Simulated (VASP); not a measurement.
# VASP 6.6.1 run: MgO

INCAR

```
SIGMA = 0.02
ENCUT = 520
LWAVE = .FALSE.
NSW = 0
LASPH = .TRUE.
GGA = PE
EDIFF = 1E-9
IBRION = -1
PREC = Accurate
NELM = 120
LCHARG = .FALSE.
ISIF = 2
LREAL = .FALSE.
NBANDS = 11
ISMEAR = -1
```

KPOINTS

```
KPOINTS created by Atomic Simulation Environment
0
Monkhorst-Pack
10 10 10
0 0 0
```

POSCAR

```
Mg O
 1.0000000000000000
     0.0000000000000000    2.1231890895999999    2.1231890895999999
     2.1231890895999999    0.0000000000000000    2.1231890895999999
     2.1231890895999999    2.1231890895999999    0.0000000000000000
 Mg  O
   1   1
Cartesian
  0.0000000000000000  0.0000000000000000  0.0000000000000000
  2.1231890895999994  2.1231890895999994  2.1231890895999994
```

The recommended PBE PAW datasets give the neutral cell 8 valence electrons.

Command

```
mpirun -np 1 vasp_std
```

Task: How does this run end, and what does it give?

Result: It converged. Results: gap between bands v and c on the k mesh 4.69 eV; least direct gap on the k mesh 4.69 eV; pressure 0.1 GPa. Band v is the last that the valence electrons fill when counted band by band, and c is the next.

OSZICAR

```
N       E                     dE             d eps       ncg     rms          rms(c)
DAV:   1     0.136144066317E+02    0.13614E+02   -0.45759E+03  2756   0.646E+02
DAV:   2    -0.128894971746E+02   -0.26504E+02   -0.25723E+02  2808   0.134E+02
DAV:   3    -0.134674063492E+02   -0.57791E+00   -0.57753E+00  2898   0.172E+01
DAV:   4    -0.134688788630E+02   -0.14725E-02   -0.14725E-02  2639   0.995E-01
DAV:   5    -0.134688837734E+02   -0.49105E-05   -0.49105E-05  2852   0.564E-02    0.720E+00
DAV:   6    -0.119305842320E+02    0.15383E+01   -0.89596E+00  2516   0.163E+01    0.226E+00
DAV:   7    -0.119176638303E+02    0.12920E-01   -0.61914E-02  2678   0.216E+00    0.135E+00
DAV:   8    -0.119122144664E+02    0.54494E-02   -0.29564E-02  2552   0.192E+00    0.248E-01
DAV:   9    -0.119118028893E+02    0.41158E-03   -0.62040E-04  2810   0.174E-01    0.138E-01
DAV:  10    -0.119117793630E+02    0.23526E-04   -0.52206E-04  2678   0.169E-01    0.835E-03
DAV:  11    -0.119117807774E+02   -0.14144E-05   -0.29610E-06  2810   0.139E-02    0.584E-03
DAV:  12    -0.119117803841E+02    0.39337E-06   -0.66334E-07  2729   0.608E-03    0.612E-04
DAV:  13    -0.119117803779E+02    0.61457E-08   -0.70108E-08  2741   0.149E-03    0.161E-04
DAV:  14    -0.119117803797E+02   -0.18186E-08   -0.22668E-09  1669   0.304E-04    0.101E-05
DAV:  15    -0.119117803799E+02   -0.13745E-09   -0.61650E-11  1393   0.647E-05
   1 F= -.11911780E+02 E0= -.11911780E+02  d E =-.620323E-12
```

Standard output (part)

```
POSCAR found type information on POSCAR MgO
 POSCAR found :  2 types and       2 ions
 LDA part: xc-table for (Slater+PW92), standard interpolation
 POSCAR, INCAR and KPOINTS ok, starting setup
 WAVECAR not read
 entering main loop
```

The shifted mesh misses Γ, so a band edge there is missed.

For comparison, a separate PBE run of the intended cell, on usual settings and not on those above, gives a gap of 4.49 eV on its mesh and a pressure of 0.1 GPa.
